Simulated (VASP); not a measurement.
# Pb (P6_3/mmc) in VASP: further runs

One crystal, Pb, is run at these levels: PBEsol; tasks: single point.

Everything below comes from runs of VASP 6.6.1. Logs are shortened: lines on timing, memory, paths and dates and some standing lists are left out, and cuts for length are marked.

### Step 1. The structure

Symmetry: P6_3/mmc, No. 194, hexagonal system. The conventional cell has a = 3.480 Å, b = 3.480 Å, c = 5.590 Å, α = 90.00°, β = 90.00°, γ = 120.00°. Pb (site symmetry -6m2) is surrounded by 12 Pb at 3.44 to 3.48 Å.

This isn't the form of Pb at room conditions, which is fcc.

### Step 2. Single point, PBEsol

The input, INCAR:

```
PREC = Accurate
ENCUT = 550
EDIFF = 1E-4
ISMEAR = -1
SIGMA = 0.2
LREAL = False
LASPH = True
NELM = 100
ALGO = Normal
ISIF = 2
LWAVE = False
LCHARG = False
GGA = PS
ADDGRID = False
```

The input, KPOINTS:

```
regular mesh
0
Gamma
  19 19 10
```

The input, POSCAR:

```
Pb
1.0
    3.4800000000      0.0000000000      0.0000000000
   -1.7400000000      3.0137684052      0.0000000000
    0.0000000000      0.0000000000      5.5900000000
Pb
2
Direct
    0.6666666667      0.3333333333      0.7500000000
    0.3333333333      0.6666666667      0.2500000000
```

Potentials or basis: VASP PAW PBE potentials, release 64 (Pb_d).

The run is started by

```
> cat potpaw_PBE.64/Pb_d/POTCAR > POTCAR
> mpirun -np 1 vasp_std > vasp.out
```

OUTCAR:

```text
PREC = Accurate
   ENCUT = 550
   EDIFF = 1E-4
   ISMEAR = -1
   LREAL = False
   LASPH = True
   NELM = 100
   ISIF = 2
   GGA = PS

 Found    240 irreducible k-points:

 Following reciprocal coordinates:
            Coordinates               Weight
  0.000000  0.000000  0.000000      1.000000
  0.052632  0.000000  0.000000      6.000000
  0.105263  0.000000  0.000000      6.000000
  0.157895  0.000000  0.000000      6.000000
  0.210526 -0.000000  0.000000      6.000000
  0.263158  0.000000  0.000000      6.000000
   k-points           NKPTS =    240   k-points in BZ     NKDIM =    240   number of bands    NBANDS=     18
   number of dos      NEDOS =    301   number of ions     NIONS =      2
   total plane-waves  NPLWV =  37632
   dimension x,y,z NGX =    28 NGY =   28 NGZ =   48
   dimension x,y,z NGXF=    56 NGYF=   56 NGZF=   96
   ions per type =               2
   NGX,Y,Z   is equivalent  to a cutoff of  13.38, 13.38, 14.28 a.u.
   NGXF,Y,Z  is equivalent  to a cutoff of  26.75, 26.75, 28.55 a.u.
 SYSTEM =  unknown system
   PREC   = accura    normal or accurate (medium, high low for compatibility)
   ISTART =      0    job   : 0-new  1-cont  2-samecut
   ICHARG =      2    charge: 1-file 2-atom 10-const
   ISPIN  =      1    spin polarized calculation?
   LNONCOLLINEAR =      F non collinear calculations
   LSORBIT =      F    spin-orbit coupling
   LASPH  =      T    aspherical Exc in radial PAW
   ENCUT  =  550.0 eV  40.42 Ry    6.36 a.u.   6.65  6.65 10.69*2*pi/ulx,y,z
   NELM   =    100;   NELMIN=  2; NELMDL= -5     # of ELM steps
   EDIFF  = 0.1E-03   stopping-criterion for ELM
   LREAL  =      F    real-space projection
   EDIFFG = 0.1E-02   stopping-criterion for IOM
   NSW    =      0    number of steps for IOM
   IBRION =     -1    ionic relax: 0-MD 1-quasi-New 2-CG
   NFREE  =      0    steps in history (QN), initial steepest desc. (CG)
   ISIF   =      2    stress and relaxation
   ISYM   =      2    0-nonsym 1-usesym 2-fastsym
   POTIM  = 0.5000    time-step for ionic-motion
   TEBEG  =    0.0;   TEEND  =   0.0 temperature during run
   PSTRESS=    0.0 pullay stress
   NELECT =      28.0000    total number of electrons
   NUPDOWN=      -1.0000    fix difference up-down
   EMIN   =  10.00;   EMAX   =-10.00  energy-range for DOS
   EFERMI =   0.00;   METHOD = LEGACY
   ISMEAR =    -1;   SIGMA  =   0.20  broadening in eV -4-tet -1-fermi 0-gaus
   EFERMI_NEDOS =   21; number of points for ismear=-14 and -15
   IALGO  =     38    algorithm
   IMIX   =      4    mixing-type and parameters
     AMIX     =   0.40;   BMIX     =  1.00
     AMIX_MAG =   1.60;   BMIX_MAG =  1.00
  volume/ion in A,a.u.               =      29.31       197.82
  Fermi-wavevector in a.u.,A,eV,Ry     =   1.279658  2.418203 22.279870  1.637524
  Thomas-Fermi vector in A             =   2.412131
   LORBIT       =      0    0 simple, 1 ext, 2 COOP (PROOUT), +10 PAW based schemes
   GGA     = PS    functional components
   LHFCALC =     F    Hartree Fock is set to
   AEXX    =    0.0000 exact exchange contribution
   IVDW    =     0    specifies the selected vdW correction
   LEPSILON=     F    determine dielectric tensor
   LRPA    =     F    only Hartree local field effects (RPA)
 non-spin polarized calculation
  energy-cutoff  :      550.00
  volume of cell :       58.63
 maximum number of plane-waves:      1751
 NGX is ok and might be reduce to    28
   NGX = 13   NGY = 13   NGZ = 21

 number of electron      27.9999996 magnetization

 Free energy of the ion-electron system (eV)
  ---------------------------------------------------
  ext. energy  EPLUGINS =         0.00000000
  ---------------------------------------------------
  free energy    TOTEN  =        -8.03496943 eV

  energy without entropy =       -7.89303171  energy(sigma->0) =       -7.96400057

 E-fermi :   7.4432     XC(G=0): -10.5063

 val. band max:        7.4425983005   @ k =   0.3684   0.0526   0.2000
 cond. band min:       7.4504951051   @ k =   0.3158   0.2105   0.5000
 fundamental gap:      0.0078968046
 Fermi energy:         7.4431881511

 k-point     1 :       0.0000    0.0000    0.0000
  band No.  band energies     occupation
      1      -9.5730      2.00000
      2      -9.5229      2.00000
      3      -9.5088      2.00000
      4      -9.5088      2.00000
      5      -9.4835      2.00000
      6      -9.4835      2.00000
      7      -9.4418      2.00000
      8      -9.4418      2.00000
      9      -9.2429      2.00000
     10      -9.2429      2.00000
     11      -4.5232      2.00000
     12      -0.5401      2.00000
     13       3.1376      2.00000
     14      13.0392      0.00000
     15      13.0392      0.00000
     16      14.9475      0.00000
     17      14.9475      0.00000
     18      15.6173      0.00000

 k-point     2 :       0.0526    0.0000    0.0000
  band No.  band energies     occupation
      1      -9.5702      2.00000
      2      -9.5296      2.00000
      3      -9.5017      2.00000
      4      -9.4995      2.00000
      5      -9.4823      2.00000
      6      -9.4768      2.00000
      7      -9.4452      2.00000
      8      -9.4447      2.00000
      9      -9.2481      2.00000
     10      -9.2418      2.00000
     11      -4.4747      2.00000
     12      -0.5044      2.00000
     13       3.1955      2.00000
     14      12.3902      0.00000
     15      12.8058      0.00000
     16      14.4868      0.00000
     17      15.0591      0.00000
     18      15.5639      0.00000

 k-point     3 :       0.1053    0.0000    0.0000
  band No.  band energies     occupation
      1      -9.5697      2.00000
      2      -9.5335      2.00000
      3      -9.4867      2.00000
      4      -9.4813      2.00000
      5      -9.4727      2.00000
      6      -9.4570      2.00000
      7      -9.4552      2.00000
      8      -9.4529      2.00000
      9      -9.2626      2.00000
     10      -9.2387      2.00000
     11      -4.3289      2.00000
     12      -0.3981      2.00000
     13       3.3679      2.00000
     14      11.0837      0.00000
     15      12.2865      0.00000
     16      13.5843      0.00000
     17      15.1748      0.00000
     18      15.3358      0.00000

 k-point     4 :       0.1579    0.0000    0.0000
  band No.  band energies     occupation
      1      -9.5844      2.00000
      2      -9.5222      2.00000
      3      -9.4838      2.00000
      4      -9.4713      2.00000
      5      -9.4650      2.00000
      6      -9.4497      2.00000
      7      -9.4435      2.00000
      8      -9.4262      2.00000
      9      -9.2841      2.00000
     10      -9.2344      2.00000
     11      -4.0858      2.00000
     12      -0.2241      2.00000
     13       3.6509      2.00000
     14       9.6477      0.00003
     15      11.6900      0.00000
     16      12.4944      0.00000
     17      14.7897      0.00000
     18      15.0646      0.00000

 k-point     5 :       0.2105   -0.0000    0.0000
  band No.  band energies     occupation
      1      -9.6070      2.00000
      2      -9.5120      2.00000
      3      -9.4928      2.00000
      4      -9.4793      2.00000
      5      -9.4749      2.00000
      6      -9.4102      2.00000
      7      -9.4055      2.00000
      8      -9.3873      2.00000
      9      -9.3088      2.00000
     10      -9.2299      2.00000
     11      -3.7458      2.00000
     12       0.0098      2.00000
     13       4.0382      2.00000
     14       8.2416      0.03625
     15      11.1082      0.00000
     16      11.2859      0.00000
     17      13.9303      0.00000
     18      14.7823      0.00000

 k-point     6 :       0.2632    0.0000    0.0000
  band No.  band energies     occupation
      1      -9.6313      2.00000
      2      -9.5178      2.00000
      3      -9.5145      2.00000
      4      -9.4940      2.00000
      5      -9.4537      2.00000
      6      -9.3672      2.00000
      7      -9.3640      2.00000
      8      -9.3442      2.00000
      9      -9.3334      2.00000
     10      -9.2257      2.00000
     11      -3.3118      2.00000
     12       0.2836      2.00000
     13       4.5209      2.00000
     14       6.9393      1.85097
     15      10.0400      0.00000
     16      10.5838      0.00000
     17      12.9155      0.00000
     18      14.3645      0.00000

 [... further k-points ...]

------------------------ aborting loop because EDIFF is reached ----------------------------------------

  FORCE on cell =-STRESS in cart. coord.  units (eV):
  Direction    XX          YY          ZZ          XY          YZ          ZX
  --------------------------------------------------------------------------------------
  -------------------------------------------------------------------------------------
  Total        0.1918963      0.1918963      0.7947398     -0.0000000      0.0000000      0.0000000
  in kB        5.2441651      5.2441651     21.7187390     -0.0000000      0.0000000      0.0000000
  external PRESSURE =      10.7356897 kB  Pullay stress =       0.0000000 kB

 VOLUME and BASIS-vectors are now :
 -----------------------------------------------------------------------------
  energy-cutoff  :      550.00
  volume of cell :       58.63
      direct lattice vectors                 reciprocal lattice vectors
     3.480000000  0.000000000  0.000000000     0.287356322  0.165905250  0.000000000
    -1.740000000  3.013768405  0.000000000     0.000000000  0.331810500  0.000000000
     0.000000000  0.000000000  5.590000000     0.000000000  0.000000000  0.178890877

 POSITION                                       TOTAL-FORCE (eV/Angst)
 -----------------------------------------------------------------------------------
      1.74000      1.00459      4.19250        -0.000000      0.000000      0.000000
     -0.00000      2.00918      1.39750         0.000000     -0.000000      0.000000
 -----------------------------------------------------------------------------------
    total drift:                               -0.000000      0.000000      0.000000

  FREE ENERGIE OF THE ION-ELECTRON SYSTEM (eV)
  ---------------------------------------------------
  free  energy   TOTEN  =        -8.0349694331 eV

  energy  without entropy=       -7.8930317060  energy(sigma->0) =       -7.96400057
```

It took 62 s on 1 thread of Intel Xeon 6975P-C (Granite Rapids), shared host; peak memory 0.35 GiB.

These settings aren't checked as converged: the numbers below hold their error.

What came out:

* Free energy: -8.0350 eV
* Pressure: 1.1 GPa
* Band gap on the k mesh: none (metal or under the smearing width)

Caveat: the PAW data sets were made with another functional, which shifts forces and pressure a little.

### Step 3. Single point, PBEsol

INCAR is that of step 2.

KPOINTS is that of step 2.

The input, POSCAR:

```
Pb
1.0
    3.4800000000      0.0000000000      0.0000000000
   -1.7400000000      3.0137684052      0.0000000000
    0.0000000000      0.0000000000      5.5900000000
Pb
2
Direct
    0.6916670000      0.3496840000      0.7502860000
    0.3559200000      0.6835750000      0.2530120000
```

Potentials or basis: VASP PAW PBE potentials, release 64 (Pb_d).

The run is started by

```
> cat potpaw_PBE.64/Pb_d/POTCAR > POTCAR
> mpirun -np 1 vasp_std > vasp.out
```

Run time: 7.9 min. Hardware: 1 thread of Intel Xeon 6975P-C (Granite Rapids), shared host; peak memory 1.6 GiB.

These settings aren't checked as converged: the numbers below hold their error.

Results:

| Property | Result |
| --- | --- |
| Free energy | -8.0347 eV |
| Pressure | 1.1 GPa |
| Largest force | 0.038 eV/Å |
| Band gap on the k mesh | none (metal or under the smearing width) |

Caveat: the PAW data sets were made with another functional, which shifts forces and pressure a little.

### Step 4. Single point, PBEsol

INCAR, as its differences from that of step 3:

```diff
@@ -2,5 +2,5 @@
 ENCUT = 550
-EDIFF = 1E-4
+EDIFF = 1E-6
 ISMEAR = -1
-SIGMA = 0.2
+SIGMA = 0.1
 LREAL = False
```

KPOINTS is that of step 3.

The input, POSCAR:

```
Pb
1.0
    3.4800000000      0.0000000000      0.0000000000
   -1.7400000000      3.0137684052      0.0000000000
    0.0000000000      0.0000000000      5.5900000000
Pb
2
Direct
    0.6666666667      0.3333333333      0.7500000000
    0.3333333333      0.6666666667      0.2500000000
```

Potentials or basis: VASP PAW PBE potentials, release 64 (Pb_d).

The run is started by

```
> cat potpaw_PBE.64/Pb_d/POTCAR > POTCAR
> mpirun -np 1 vasp_std > vasp.out
```

OUTCAR:

```text
PREC = Accurate
   ENCUT = 550
   EDIFF = 1E-6
   ISMEAR = -1
   LREAL = False
   LASPH = True
   NELM = 100
   ISIF = 2
   GGA = PS

 Found    240 irreducible k-points:

 Following reciprocal coordinates:
            Coordinates               Weight
  0.000000  0.000000  0.000000      1.000000
  0.052632  0.000000  0.000000      6.000000
  0.105263  0.000000  0.000000      6.000000
  0.157895  0.000000  0.000000      6.000000
  0.210526 -0.000000  0.000000      6.000000
  0.263158  0.000000  0.000000      6.000000
   k-points           NKPTS =    240   k-points in BZ     NKDIM =    240   number of bands    NBANDS=     18
   number of dos      NEDOS =    301   number of ions     NIONS =      2
   total plane-waves  NPLWV =  37632
   dimension x,y,z NGX =    28 NGY =   28 NGZ =   48
   dimension x,y,z NGXF=    56 NGYF=   56 NGZF=   96
   ions per type =               2
   NGX,Y,Z   is equivalent  to a cutoff of  13.38, 13.38, 14.28 a.u.
   NGXF,Y,Z  is equivalent  to a cutoff of  26.75, 26.75, 28.55 a.u.
 SYSTEM =  unknown system
   PREC   = accura    normal or accurate (medium, high low for compatibility)
   ISTART =      0    job   : 0-new  1-cont  2-samecut
   ICHARG =      2    charge: 1-file 2-atom 10-const
   ISPIN  =      1    spin polarized calculation?
   LNONCOLLINEAR =      F non collinear calculations
[... 54 lines left out ...]

 val. band max:        7.4132426762   @ k =   0.3158   0.1053   0.0000
 cond. band min:       7.4417433870   @ k =   0.3158   0.0526   0.2000
 fundamental gap:      0.0285007107
 Fermi energy:         7.4258638775

 k-point     1 :       0.0000    0.0000    0.0000
  band No.  band energies     occupation
      1      -9.5714      2.00000
      2      -9.5211      2.00000
      3      -9.5096      2.00000
      4      -9.5096      2.00000
      5      -9.4844      2.00000
      6      -9.4844      2.00000
[... 103 lines left out ...]
      5      -9.4520      2.00000
      6      -9.3680      2.00000
[... 10 lines left out ...]
     17      12.9176      0.00000
     18      14.3533      0.00000

 [... further k-points ...]

------------------------ aborting loop because EDIFF is reached ----------------------------------------

  FORCE on cell =-STRESS in cart. coord.  units (eV):
  Direction    XX          YY          ZZ          XY          YZ          ZX
  --------------------------------------------------------------------------------------
  -------------------------------------------------------------------------------------
  Total        0.1262734      0.1262734      0.8572121     -0.0000000      0.0000000      0.0000000
  in kB        3.4508143      3.4508143     23.4259903     -0.0000000      0.0000000      0.0000000
  external PRESSURE =      10.1092063 kB  Pullay stress =       0.0000000 kB

 VOLUME and BASIS-vectors are now :
 -----------------------------------------------------------------------------
  energy-cutoff  :      550.00
  volume of cell :       58.63
      direct lattice vectors                 reciprocal lattice vectors
     3.480000000  0.000000000  0.000000000     0.287356322  0.165905250  0.000000000
    -1.740000000  3.013768405  0.000000000     0.000000000  0.331810500  0.000000000
     0.000000000  0.000000000  5.590000000     0.000000000  0.000000000  0.178890877

 POSITION                                       TOTAL-FORCE (eV/Angst)
 -----------------------------------------------------------------------------------
      1.74000      1.00459      4.19250         0.000000      0.000000      0.000000
     -0.00000      2.00918      1.39750        -0.000000      0.000000      0.000000
 -----------------------------------------------------------------------------------
    total drift:                               -0.000000      0.000000      0.000000

  FREE ENERGIE OF THE ION-ELECTRON SYSTEM (eV)
  ---------------------------------------------------
  free  energy   TOTEN  =        -7.9813869048 eV

  energy  without entropy=       -7.9451471801  energy(sigma->0) =       -7.96326704
```

OSZICAR:

```text
N       E                     dE             d eps       ncg     rms          rms(c)
DAV:   1     0.284378934128E+03    0.28438E+03   -0.15183E+04  8642   0.200E+03
DAV:   2     0.108449315611E+02   -0.27353E+03   -0.27007E+03  8652   0.443E+02
DAV:   3    -0.748412642076E+01   -0.18329E+02   -0.18074E+02 10728   0.145E+02
DAV:   4    -0.799875689973E+01   -0.51463E+00   -0.51340E+00 10304   0.278E+01
DAV:   5    -0.801921573869E+01   -0.20459E-01   -0.20458E-01 10660   0.497E+00    0.869E-01
DAV:   6    -0.798955651045E+01    0.29659E-01   -0.55467E-02 11332   0.358E+00    0.405E-01
DAV:   7    -0.798190154760E+01    0.76550E-02   -0.21131E-02 11282   0.213E+00    0.128E-01
DAV:   8    -0.798138991996E+01    0.51163E-03   -0.10448E-03 11288   0.525E-01    0.131E-02
DAV:   9    -0.798138702918E+01    0.28908E-05   -0.35971E-05 11266   0.102E-01    0.626E-03
DAV:  10    -0.798138690476E+01    0.12442E-06   -0.16603E-06  7090   0.163E-02
   1 F= -.79813869E+01 E0= -.79632670E+01  d E =-.362397E-01
```

stdout:

```text
POSCAR found type information on POSCAR Pb
 POSCAR found :  1 types and       2 ions
 scaLAPACK will be used
 -----------------------------------------------------------------------------
|                                                                             |
|                                                                             |
|     You enforced a specific xc type in the INCAR file but a different       |
|     I HOPE YOU KNOW WHAT YOU ARE DOING!                                     |
|                                                                             |
 -----------------------------------------------------------------------------

 LDA part: xc-table for (Slater+PW92), standard interpolation
 POSCAR, INCAR and KPOINTS ok, starting setup
 FFT: planning ... GRIDC
 FFT: planning ... GRID_SOFT
 FFT: planning ... GRID
 WAVECAR not read
 entering main loop
```

It took 74 s on 1 thread of Intel Xeon 6975P-C (Granite Rapids), shared host; peak memory 0.35 GiB.

These settings aren't checked as converged: the numbers below hold their error.

What came out:

```
Free energy            : -7.9814 eV
Pressure               : 1.0 GPa
Band gap on the k mesh : none (metal or under the smearing width)
```

Caveat: the PAW data sets were made with another functional, which shifts forces and pressure a little.

### Step 5. Single point, PBEsol

INCAR is that of step 4.

KPOINTS is that of step 4.

The input, POSCAR:

```
Pb
1.0
    3.4800000000      0.0000000000      0.0000000000
   -1.7400000000      3.0137684052      0.0000000000
    0.0000000000      0.0000000000      5.5900000000
Pb
2
Direct
    0.6916670000      0.3496840000      0.7502860000
    0.3559200000      0.6835750000      0.2530120000
```

The run is started by

```
> cat potpaw_PBE.64/Pb_d/POTCAR > POTCAR
> mpirun -np 1 vasp_std > vasp.out
```

It took 8.2 min on 1 thread of Intel Xeon 6975P-C (Granite Rapids), shared host; peak memory 1.6 GiB.

These settings aren't checked as converged: the numbers below hold their error.

What came out:

```yaml
Free_energy: -7.9811 eV
Pressure: 1.0 GPa
Largest_force: 0.038 eV/Å
Band_gap_on_the_k_mesh: none (metal or under the smearing width)
```

Caveat: the PAW data sets were made with another functional, which shifts forces and pressure a little.
